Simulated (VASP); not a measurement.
# A VASP 6.6.1 single-point calculation on TePb

INCAR

```
NBANDS = 17
GGA = PE
IVDW = 12
ENCUT = 520
EDIFF = 1E-7
LCHARG = .FALSE.
SIGMA = 0.02
LREAL = .FALSE.
PREC = Accurate
NELM = 120
LWAVE = .FALSE.
ISMEAR = -1
IBRION = -1
NSW = 0
ISIF = 2
LASPH = .TRUE.
```

KPOINTS

```
KPOINTS created by Atomic Simulation Environment
0
Gamma
6 6 6
0 0 0
```

POSCAR

```
Pb Te
 1.0000000000000000
     0.0000000000000000    3.6414940559225757    3.6414940559225757
     3.6414940559225757   -0.0000000000000000    3.6414940559225757
     3.6414940559225757    3.6414940559225757   -0.0000000000000000
 Pb  Te
   1   1
Cartesian
 -0.0000000000000000 -0.0000000000000000  0.0000000000000000
  1.8207470279612878  1.8207470279612878  1.8207470279612878
```

The recommended PBE PAW datasets give the neutral cell 20 valence electrons.

Command

```
mpirun -np 1 vasp_std
```

OSZICAR

```
N       E                     dE             d eps       ncg     rms          rms(c)
DAV:   1     0.155297006527E+03    0.15530E+03   -0.86770E+03   544   0.104E+03
DAV:   2     0.436341143692E+01   -0.15093E+03   -0.14639E+03   570   0.277E+02
DAV:   3    -0.702628629096E+01   -0.11390E+02   -0.11346E+02   753   0.847E+01
DAV:   4    -0.734673381691E+01   -0.32045E+00   -0.32034E+00   655   0.177E+01
DAV:   5    -0.735830268105E+01   -0.11569E-01   -0.11569E-01   776   0.275E+00    0.339E+00
DAV:   6    -0.714361518013E+01    0.21469E+00   -0.52315E-01   748   0.392E+00    0.210E+00
DAV:   7    -0.713795723065E+01    0.56579E-02   -0.12030E-01   579   0.135E+00    0.101E+00
DAV:   8    -0.714192679550E+01   -0.39696E-02   -0.13730E-02   614   0.101E+00    0.204E-01
DAV:   9    -0.714233407053E+01   -0.40728E-03   -0.31584E-03   610   0.411E-01    0.670E-02
DAV:  10    -0.714268937386E+01   -0.35530E-03   -0.64583E-04   598   0.134E-01    0.404E-02
DAV:  11    -0.714283211748E+01   -0.14274E-03   -0.22584E-04   569   0.680E-02    0.281E-02
DAV:  12    -0.714283529632E+01   -0.31788E-05   -0.81937E-06   742   0.234E-02    0.164E-02
DAV:  13    -0.714283718356E+01   -0.18872E-05   -0.35266E-06   558   0.801E-03    0.591E-03
DAV:  14    -0.714283736349E+01   -0.17993E-06   -0.32054E-07   674   0.514E-03    0.184E-03
DAV:  15    -0.714283754423E+01   -0.18074E-06   -0.13691E-07   481   0.260E-03    0.164E-03
DAV:  16    -0.714283760650E+01   -0.62268E-07   -0.11871E-08   462   0.821E-04
   1 F= -.77048297E+01 E0= -.77048297E+01  d E =-.399982E-09
```

From OUTCAR

```
k-points           NKPTS =     16   k-points in BZ     NKDIM =     16   number of bands    NBANDS=     17

   NELECT =      20.0000    total number of electrons

   dimension x,y,z NGX =    40 NGY =   40 NGZ =   40
   dimension x,y,z NGXF=    80 NGYF=   80 NGZF=   80

  energy-cutoff  :      520.00
  volume of cell :       96.58
      direct lattice vectors                 reciprocal lattice vectors
     0.000000000  3.641494056  3.641494056    -0.137306279  0.137306279  0.137306279
     3.641494056  0.000000000  3.641494056     0.137306279 -0.137306279  0.137306279
     3.641494056  3.641494056  0.000000000     0.137306279  0.137306279 -0.137306279

 k-points in reciprocal lattice and weights: KPOINTS created by Atomic Simulation Env
   0.00000000  0.00000000  0.00000000       0.005
   0.16666667  0.00000000  0.00000000       0.037
   0.33333333  0.00000000  0.00000000       0.037
   0.50000000  0.00000000  0.00000000       0.019
   0.16666667  0.16666667  0.00000000       0.028
   0.33333333  0.16666667  0.00000000       0.111
   0.50000000  0.16666667  0.00000000       0.111
  -0.33333333  0.16666667  0.00000000       0.111
   ...

 E-fermi :   3.0324

 k-point     1 :       0.0000    0.0000    0.0000
  band No.  band energies     occupation
      1     -14.1488      2.00000
      2     -14.1488      2.00000
      3     -14.1488      2.00000
      4     -14.1255      2.00000
      5     -14.1255      2.00000
      6      -8.5868      2.00000
      7      -3.4350      2.00000
      8       1.3423      2.00000
      9       1.3423      2.00000
     10       1.3423      2.00000
     11       4.3200      0.00000
     12       4.3200      0.00000
     13       4.3200      0.00000
     14       6.9057      0.00000
     15       9.8529      0.00000
     16       9.8529      0.00000
     17      10.7496      0.00000

 k-point     2 :       0.1667    0.0000    0.0000
  band No.  band energies     occupation
      1     -14.1511      2.00000
      2     -14.1476      2.00000
      3     -14.1476      2.00000
      4     -14.1254      2.00000
      5     -14.1254      2.00000
      6      -8.4459      2.00000
      7      -3.8401      2.00000
      8       1.1748      2.00000
      9       1.1748      2.00000
     10       1.2738      2.00000
     11       4.5172      0.00000
     12       4.5907      0.00000
     13       4.5907      0.00000
     14       7.7818      0.00000
     15       9.2886      0.00000
     16       9.2886      0.00000
     17      10.2512      0.00000

 k-point     3 :       0.3333    0.0000    0.0000
  band No.  band energies     occupation
      1     -14.1557      2.00000
      2     -14.1453      2.00000
      3     -14.1453      2.00000
      4     -14.1250      2.00000
      5     -14.1250      2.00000
      6      -8.1014      2.00000
      7      -4.6342      2.00000
      8       0.9036      2.00000
      9       0.9036      2.00000
     10       1.0083      2.00000
     11       4.9980      0.00000
     12       4.9980      0.00000
     13       5.5712      0.00000
     14       8.5087      0.00000
     15       9.3956      0.00000
     16       9.3956      0.00000
     17      10.5217      0.00000

 ...

  Total      -0.25128    -0.25128    -0.25128    -0.00000    -0.00000     0.00000
  in kB      -4.16874    -4.16874    -4.16874    -0.00000    -0.00000     0.00000
  external pressure =       -4.17 kB  Pullay stress =        0.00 kB

 POSITION                                       TOTAL-FORCE (eV/Angst)
 -----------------------------------------------------------------------------------
      0.00000      0.00000      0.00000         0.000000      0.000000      0.000000
      1.82075      1.82075      1.82075        -0.000000     -0.000000     -0.000000
 -----------------------------------------------------------------------------------
    total drift:                                0.000000      0.000000      0.000000

  FREE ENERGIE OF THE ION-ELECTRON SYSTEM (eV)
  ---------------------------------------------------
  free  energy   TOTEN  =        -7.7048297008 eV

  energy  without entropy=       -7.7048297004  energy(sigma->0) =       -7.70482970
```

It converged. Results: gap between bands v and c on the k mesh 0.74 eV; least direct gap on the k mesh 1.19 eV; pressure -0.4 GPa. Band v is the last that the valence electrons fill when counted band by band, and c is the next.

For comparison, a separate PBE run of the intended cell, on usual settings and not on those above, gives a gap of 0.74 eV on its mesh and a pressure of 0.5 GPa.

The run above took about 45 s on one core of a shared host (Intel Xeon Platinum 8488C) and held 0.25 GiB at most.
